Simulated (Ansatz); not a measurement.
# Dielectric response of NaF (001) films

Wanted: ε of rocksalt NaF (001) by finite fields on slabs, and the band edges against the vacuum where run.

Calculated with Ansatz 0.2.0; plane-wave DFT, PBEsol, Ansatz PAW.

Most raw output is cut from this account.

## (1) The starting structure

The cell holds 6 atoms: 3 Na and 3 F. Cell: a = 3.274 Å, b = 3.274 Å, c = 22.630 Å, α = 90.0°, β = 90.0°, γ = 90.0°. It derives from NaF (rocksalt NaF). Vacuum lies along c.

## (2) Relaxing the film, 6 atoms, units 3

The structure is relaxed first, because levels and dipoles at a surface follow the positions of the outer atoms.

Input file input.yaml:

```yaml
crystal:
  lattice:
    - [3.2739044, 0.0, 0.0]
    - [0.0, 3.2739044, 0.0]
    - [0.0, 0.0, 22.63]
  atoms:
    - { symbol: Na, position: [0.5, 0.5, 0.3977021653] }
    - { symbol: F, position: [0.0, 0.0, 0.3977021653] }
    - { symbol: Na, position: [0.0, 0.0, 0.5] }
    - { symbol: F, position: [0.5, 0.5, 0.5] }
    - { symbol: Na, position: [0.5, 0.5, 0.6022978347] }
    - { symbol: F, position: [0.0, 0.0, 0.6022978347] }
kpoints:
  mp_grid: { grid: [8, 8, 1] }
hamiltonian:
  xc: pbesol
scf:
  occupations: { method: fixed }
  convergence: { dr2_threshold: 1.0e-09 }
efield:
  axis: 3
  dipole_correction: true
  ramp_position: 0.97
  ramp_width: 0.06
relax:
  f_tol: 0.003
  max_steps: 100
output:
  write_potential: true
  write_density: true
  volumetric_format: npy
```

On the command line:

```
ansatz run input.yaml --threads 4 --pin off --max-ram 6144MiB --backend cpu --events-out ev --progress --plain --runs-dir out
```

The job ended after 5.5 s (4 threads of Arm Neoverse V2, shared host; peak memory 0.5 GiB; 21 s of CPU time).

Step by step:

| step | energy less that of the first step (eV) | largest force component (eV/Å) |
| --- | --- | --- |
| 1 | 0.0000 | 0.0901 |
| 2 | -0.0017 | 0.0276 |
| 3 | -0.0019 | 0.0043 |
| 4 | -0.0019 | 0.0016 |

The run keeps the 8 symmetry operations that it works with, so distortions that break them were not tested.

The atoms that moved most (Å):

```
atom     dx     dy      dz  length
 Na5  0.000  0.000  -0.017   0.017
 Na1  0.000  0.000   0.017   0.017
```

The relaxed structure:

```xyz
6
Lattice="3.2739 0.0000 0.0000 0.0000 3.2739 0.0000 0.0000 0.0000 22.6300" Properties=species:S:1:pos:R:3
Na    1.6370    1.6370    9.0174
F     0.0000    0.0000    8.9951
Na    0.0000    0.0000   11.3150
F     1.6370    1.6370   11.3150
Na    1.6370    1.6370   13.6126
F     0.0000    0.0000   13.6349
```

Numbers from this step:

- gap on the k-mesh: 5.738 eV
- dipole along the normal: 7.65e-8 e·Å
- ionisation energy, upper face: 6.815 eV
- electron affinity, upper face: 1.077 eV

Running mean over 2.315 Å of the planar mean; the ramp of the sawtooth is left out. Electron's electrostatic potential energy less the highest filled level against z:

z (Å), electron's electrostatic potential energy less the highest filled level (eV) and a bar from the least value:
```
      3.0       6.82 ##############################
      3.5       6.82 ##############################
      4.0       6.82 ##############################
      4.5       6.82 ##############################
      5.0       6.81 ##############################
      5.5       6.81 ##############################
      6.0       6.81 ##############################
      6.5       6.78 ##############################
      7.0       6.65 #############################
      7.5       5.75 #########################
      8.0       3.06 ###########
      8.5       1.35 ##
      9.0       1.10 
      9.5       1.06 
     10.0       1.02 
     10.5       1.03 
     11.0       1.05 
     11.5       1.05 
     12.0       1.04 
     12.5       1.02 
     13.0       1.05 
     13.5       1.08 
     14.0       1.23 #
     14.5       2.41 #######
     15.0       5.16 #####################
     15.5       6.56 #############################
     16.0       6.77 ##############################
     16.5       6.80 ##############################
     17.0       6.81 ##############################
     17.5       6.81 ##############################
     18.0       6.82 ##############################
     18.5       6.82 ##############################
     19.0       6.82 ##############################
     19.5       6.82 ##############################
```

The relaxation took 4 steps and lowered the energy by 0.0019 eV; the largest force on the free atoms ends at 0.0016 eV/Å.

The gap is 5.74 eV, with the valence edge 6.82 eV and the conduction edge 1.08 eV under the upper vacuum level.

## (3) Single point on the relaxed film, 6 atoms, units 3

The film was relaxed beforehand; a single point on the relaxed positions gives its levels and potential.

input.yaml, the sections that differ from step 2:

```yaml
crystal:
  lattice:
    - [3.2739044, 0.0, 0.0]
    - [0.0, 3.2739044, 0.0]
    - [0.0, 0.0, 22.63]
  atoms:
    - { symbol: Na, position: [0.5, 0.5, 0.3984720616] }
    - { symbol: F, position: [0.0, 0.0, 0.3974836799] }
    - { symbol: Na, position: [0.0, 0.0, 0.5000000015] }
    - { symbol: F, position: [0.5, 0.5, 0.4999999987] }
    - { symbol: Na, position: [0.5, 0.5, 0.6015279374] }
    - { symbol: F, position: [0.0, 0.0, 0.6025163209] }
output:
  eigenvalues: true
  write_potential: true
  write_density: true
  volumetric_format: npy
# kpoints, hamiltonian, scf, efield: as in step 2
# relax: removed
```

Wall time 2.5 s (4 threads); peak memory 0.52 GiB.

This step gave:

* gap on the k-mesh: 5.736 eV
* dipole along the normal: 2.02e-8 e·Å
* electron affinity, upper face: 1.079 eV

Running mean over 2.315 Å of the planar mean; the ramp of the sawtooth is left out. The electron's electrostatic potential energy less the highest filled level by z:

z (Å), electron's electrostatic potential energy less the highest filled level (eV) and a bar from the least value:
```
      3.0       6.81 ##############################
      3.5       6.81 ##############################
      4.0       6.81 ##############################
      4.5       6.81 ##############################
      5.0       6.81 ##############################
      5.5       6.81 ##############################
      6.0       6.81 ##############################
      6.5       6.78 ##############################
      7.0       6.65 #############################
      7.5       5.75 #########################
      8.0       3.06 ###########
      8.5       1.35 ##
      9.0       1.10 
      9.5       1.06 
     10.0       1.02 
     10.5       1.03 
     11.0       1.05 
     11.5       1.05 
     12.0       1.04 
     12.5       1.02 
     13.0       1.05 
     13.5       1.08 
     14.0       1.23 #
     14.5       2.41 #######
     15.0       5.16 #####################
     15.5       6.56 #############################
     16.0       6.77 ##############################
     16.5       6.80 ##############################
     17.0       6.81 ##############################
     17.5       6.81 ##############################
     18.0       6.81 ##############################
     18.5       6.81 ##############################
     19.0       6.81 ##############################
     19.5       6.81 ##############################
```

The gap is 5.74 eV, with the valence edge 6.81 eV and the conduction edge 1.08 eV under the upper vacuum level.

## (4) Single point, 6 atoms, units 3, field 0.1 V/Å

A sawtooth potential applies the field, turning back in the middle of the vacuum. With the dipole correction the typed value is the field outside the slab. The induced dipole is small, so the SCF threshold is tight.

input.yaml: that of step 3 with these lines changed.

```diff
@@ -18,3 +18,3 @@
   occupations: { method: fixed }
-  convergence: { dr2_threshold: 1.0e-09 }
+  convergence: { dr2_threshold: 1.0e-10 }
 efield:
@@ -24,4 +24,4 @@
   ramp_width: 0.06
+  amplitude: 0.1
 output:
-  eigenvalues: true
   write_potential: true
```

The job ended after 2.6 s (4 threads; peak memory 0.5 GiB).

Numbers from this step:

* gap on the k-mesh: 5.507 eV
* dipole along the normal: 0.02123 e·Å

The dipole is 0.0212 e·Å, and the gap on the mesh 5.507 eV.

## (5) Single point, 6 atoms, units 3, field -0.1 V/Å

input.yaml: that of step 4 with these lines changed.

```diff
@@ -24,3 +24,3 @@
   ramp_width: 0.06
-  amplitude: 0.1
+  amplitude: -0.1
 output:
```

Wall time 2.6 s (4 threads); peak memory 0.49 GiB.

The dipole is -0.0212 e·Å, and the gap on the mesh 5.507 eV.

## (6) Response with the atoms held, 6 atoms, units 3

This step: plane-wave DFT, PBEsol, Ansatz PAW; response to a field along the normal, atoms held (Ansatz 0.2.0).

The two fields give this film's response with the atoms held: the electronic part.

This step gave:

```yaml
equivalent_conductor_thickness_p_eps_0ae: 3.584 Å
distance_between_the_outer_atoms: 4.640 Å
thickness: 6.945 Å
```

Local field over the applied field, running mean. From the potentials at -0.1 and 0.1 V/Å; running mean over 2.315 Å, taken twice. The local field over applied field by z:

```
z (Å)  local field over applied field
  4.5                           0.999
  5.0                           0.997
  5.5                           0.991
  6.0                           0.975
  6.5                           0.938
  7.0                           0.873
  7.5                           0.786
  8.0                           0.691
  8.5                           0.607
  9.0                           0.549
  9.5                           0.520
 10.0                           0.515
 10.5                           0.518
 11.0                           0.521
 11.5                           0.522
 12.0                           0.519
 12.5                           0.515
 13.0                           0.517
 13.5                           0.538
 14.0                           0.588
 14.5                           0.667
 15.0                           0.761
 15.5                           0.853
 16.0                           0.924
 16.5                           0.967
 17.0                           0.988
 17.5                           0.996
 18.0                           0.999
 18.5                           1.000
```

The induced electron density oscillates, so the rows of the table below give means over windows of 0.5 Å about each position, cut where the curve ends. Its maxima inside the range that stand out by 2 % of the span (Å: e/Å³ per V/Å): 8.34: 0.00325, 9.05: 3.4e-4, 10.75: 0.00281, 11.46: 1.4e-4, 13.01: 0.003, 13.72: 1.5e-4. Its minima: 8.91: -1.5e-4, 9.62: -0.003, 11.17: -1.4e-4, 11.88: -0.00281, 13.58: -3.4e-4, 14.29: -0.00325.

Electrons, planar mean, per unit field. The induced electron density by z; means over each step:

```csv
z (Å),induced electron density (e/Å³ per V/Å)
4.5,1.6e-6
5.0,5.5e-6
5.5,1.9e-5
6.0,5.9e-5
6.5,1.8e-4
7.0,5.0e-4
7.5,0.00128
8.0,0.00261
8.5,0.00229
9.0,1.8e-6
9.5,-0.00228
10.0,-0.00112
10.5,0.00189
11.0,0.00123
11.5,-5.8e-4
12.0,-0.00230
12.5,2.9e-4
13.0,0.00254
13.5,3.6e-4
14.0,-0.00151
14.5,-0.00288
15.0,-0.00159
15.5,-6.5e-4
16.0,-2.4e-4
16.5,-7.9e-5
17.0,-2.5e-5
17.5,-7.5e-6
18.0,-2.2e-6
18.5,-8.0e-7
```

By hand: between -0.1 and 0.1 V/Å the dipole changes by 0.04245 e·Å, a slope of 0.2123 e·Å²/V. A perfect conductor of thickness t has p = ε₀AEt, so t = 180.95 × 0.2123 / 10.718 = 3.58 Å (e/ε₀ = 180.95 V·Å, A in Å²).

The induced dipole is that of a conductor 3.58 Å thick.

## (7) Relaxing in the field, 6 atoms, field 0.05 V/Å

This step: plane-wave DFT, PBEsol, Ansatz PAW (Ansatz 0.2.0).

Now the atoms may follow the field. A weak field makes forces of meV/Å to tens of meV/Å, so the force tolerance is set well below the usual one.

input.yaml: that of step 5 with these lines changed.

```diff
@@ -24,3 +24,6 @@
   ramp_width: 0.06
-  amplitude: -0.1
+  amplitude: 0.05
+relax:
+  f_tol: 0.0006
+  max_steps: 70
 output:
```

Elapsed: 5.9 s, on 4 threads; peak memory 0.48 GiB.

Hardly anything moved in the relaxation; the energy changed by under 0.2 meV an atom.

This step gave:

* gap on the k-mesh: 5.722 eV
* dipole along the normal: 0.01944 e·Å

The relaxation took 4 steps and lowered the energy by 2.2e-4 eV; the largest force on the free atoms ends at 8.5e-5 eV/Å.

The dipole is 0.0194 e·Å, and the gap on the mesh 5.722 eV.

## (8) Relaxing in the field, 6 atoms, field -0.05 V/Å

The opposite sign, again from the field-free geometry; the difference of the two cancels what relaxes without a field.

input.yaml: that of step 7 with these lines changed.

```diff
@@ -24,3 +24,3 @@
   ramp_width: 0.06
-  amplitude: 0.05
+  amplitude: -0.05
 relax:
```

Run time: 5.9 s. Hardware: 4 threads; peak memory 0.48 GiB; 23 s of CPU time.

No atom moved by 0.005 Å in the relaxation.

The relaxation took 4 steps and lowered the energy by 2.2e-4 eV; the largest force on the free atoms ends at 8.5e-5 eV/Å.

The dipole is -0.0194 e·Å, and the gap on the mesh 5.722 eV.

## (9) Response with the atoms relaxed, 6 atoms, units 3

This step: plane-wave DFT, PBEsol, Ansatz PAW; response to a field along the normal, atoms relaxed (Ansatz 0.2.0).

The two relaxed runs give the static response.

Numbers from this step:

```
equivalent conductor thickness p/(ε₀AE) : 6.565 Å
distance between the outer atoms        : 4.639 Å
```

Local field over the applied field, running mean. From the potentials at -0.05 and 0.05 V/Å; running mean over 2.315 Å, taken twice. Table of local field over applied field by z:

z (Å), local field over applied field and a bar:
```
     4.10      1.000 ##############################
     4.53      0.999 ##############################
     4.95      0.998 ##############################
     5.23      0.995 ##############################
     5.66      0.986 ##############################
     6.08      0.957 #############################
     6.51      0.900 ###########################
     6.79      0.841 #########################
     7.21      0.706 ####################
     7.64      0.544 ###############
     8.06      0.373 #########
     8.34      0.275 ######
     8.77      0.166 ###
     9.19      0.094 
     9.62      0.083 
     9.90      0.103 #
    10.32      0.151 ##
    10.75      0.186 ###
    11.17      0.198 ####
    11.46      0.198 ####
    11.88      0.186 ###
    12.31      0.151 ##
    12.73      0.103 #
    13.01      0.083 
    13.44      0.094 
    13.86      0.166 ###
    14.29      0.275 ######
    14.57      0.373 #########
    14.99      0.544 ###############
    15.42      0.706 ####################
    15.84      0.841 #########################
    16.12      0.900 ###########################
    16.55      0.957 #############################
    16.97      0.986 ##############################
    17.40      0.995 ##############################
    17.68      0.998 ##############################
    18.10      0.999 ##############################
    18.53      1.000 ##############################
```

The induced dipole is that of a conductor 6.57 Å thick.

## (10) Relaxation, 10 atoms, units 5

This step: plane-wave DFT, PBEsol, Ansatz PAW (Ansatz 0.2.0).

System of this step: NaF (001), 5 units. The cell holds 10 atoms: 5 Na and 5 F. Its edges and angles: a = 3.274 Å, b = 3.274 Å, c = 27.260 Å, α = 90.0°, β = 90.0°, γ = 90.0°. It derives from NaF (rocksalt NaF). Vacuum lies along c.

The next thickness, treated alike, so that differences show the interior and the faces cancel.

Input file input.yaml:

```yaml
crystal:
  lattice:
    - [3.2739044, 0.0, 0.0]
    - [0.0, 3.2739044, 0.0]
    - [0.0, 0.0, 27.26]
  atoms:
    - { symbol: Na, position: [0.5, 0.5, 0.3301540719] }
    - { symbol: F, position: [0.0, 0.0, 0.3301540719] }
    - { symbol: Na, position: [0.0, 0.0, 0.415077036] }
    - { symbol: F, position: [0.5, 0.5, 0.415077036] }
    - { symbol: Na, position: [0.5, 0.5, 0.5] }
    - { symbol: F, position: [0.0, 0.0, 0.5] }
    - { symbol: Na, position: [0.0, 0.0, 0.584922964] }
    - { symbol: F, position: [0.5, 0.5, 0.584922964] }
    - { symbol: Na, position: [0.5, 0.5, 0.6698459281] }
    - { symbol: F, position: [0.0, 0.0, 0.6698459281] }
kpoints:
  mp_grid: { grid: [8, 8, 1] }
hamiltonian:
  xc: pbesol
scf:
  occupations: { method: fixed }
  convergence: { dr2_threshold: 1.0e-09 }
efield:
  axis: 3
  dipole_correction: true
  ramp_position: 0.97
  ramp_width: 0.06
relax:
  f_tol: 0.003
  max_steps: 100
output:
  write_potential: true
  write_density: true
  volumetric_format: npy
```

The job ended after 14 s (4 threads; peak memory 0.67 GiB; 55 s of CPU time).

Relaxation path:

| step | energy less that of the first step (eV) | largest force component (eV/Å) |
| --- | --- | --- |
| 1 | 0.0000 | 0.0903 |
| 2 | -0.0018 | 0.0220 |
| 3 | -0.0020 | 0.0071 |
| 4 | -0.0020 | 0.0047 |
| 5 | -0.0020 | 0.0001 |

The run keeps the 8 symmetry operations that it works with, so distortions that break them were not tested.

The atoms that moved most (Å):

```csv
atom,dx,dy,dz,length
Na1,0.000,0.000,0.019,0.019
Na9,0.000,0.000,-0.019,0.019
```

The relaxation took 5 steps and lowered the energy by 0.0020 eV; the largest force on the free atoms ends at 1.0e-4 eV/Å.

The gap is 5.82 eV, with the valence edge 6.83 eV and the conduction edge 1.02 eV under the upper vacuum level.

## (11) Single point on the relaxed film, 10 atoms, units 5

input.yaml, the sections that differ from step 10:

```yaml
crystal:
  lattice:
    - [3.2739044, 0.0, 0.0]
    - [0.0, 3.2739044, 0.0]
    - [0.0, 0.0, 27.26]
  atoms:
    - { symbol: Na, position: [0.5, 0.5, 0.3308519303] }
    - { symbol: F, position: [0.0, 0.0, 0.3300068838] }
    - { symbol: Na, position: [0.0, 0.0, 0.4150193731] }
    - { symbol: F, position: [0.5, 0.5, 0.4151568199] }
    - { symbol: Na, position: [0.5, 0.5, 0.5] }
    - { symbol: F, position: [0.0, 0.0, 0.4999999997] }
    - { symbol: Na, position: [0.0, 0.0, 0.5849806272] }
    - { symbol: F, position: [0.5, 0.5, 0.5848431798] }
    - { symbol: Na, position: [0.5, 0.5, 0.66914807] }
    - { symbol: F, position: [0.0, 0.0, 0.669993116] }
output:
  eigenvalues: true
  write_potential: true
  write_density: true
  volumetric_format: npy
  elf: true
# kpoints, hamiltonian, scf, efield: as in step 10
# relax: removed
```

Wall time 5.4 s (4 threads); peak memory 0.73 GiB.

The gap is 5.81 eV, with the valence edge 6.83 eV and the conduction edge 1.02 eV under the upper vacuum level.

## (12) Atoms held, 10 atoms, units 5, field 0.1 V/Å

input.yaml: that of step 11 with these lines changed.

```diff
@@ -22,3 +22,3 @@
   occupations: { method: fixed }
-  convergence: { dr2_threshold: 1.0e-09 }
+  convergence: { dr2_threshold: 1.0e-10 }
 efield:
@@ -28,4 +28,4 @@
   ramp_width: 0.06
+  amplitude: 0.1
 output:
-  eigenvalues: true
   write_potential: true
@@ -33,2 +33 @@
   volumetric_format: npy
-  elf: true
```

Run time: 5.6 s. Hardware: 4 threads; peak memory 0.69 GiB; 22 s of CPU time.

The dipole is 0.0342 e·Å, and the gap on the mesh 5.282 eV.

## (13) Single point, 10 atoms, units 5, field -0.1 V/Å

input.yaml: that of step 12 with these lines changed.

```diff
@@ -28,3 +28,3 @@
   ramp_width: 0.06
-  amplitude: 0.1
+  amplitude: -0.1
 output:
```

Run time: 5.5 s. Hardware: 4 threads; peak memory 0.69 GiB; 22 s of CPU time.

The dipole is -0.0342 e·Å, and the gap on the mesh 5.282 eV.

(Part 1 of 3 ends here.)

[Logs are printed without paths, hosts, clocks, repeated set-up lines and the standing remarks that a program may print on its own settings, such as how far it seeks lower states.]

[Hosts, paths, dates, database ids (printed as entryN), source tags and the programs' standing remarks are cut or masked in the printed files.]

[Maps of the electrostatic potential energy from Ansatz leave out the sawtooth potential of an applied field or a dipole correction, so their vacuum need not be flat; planar profiles and work functions include it.]
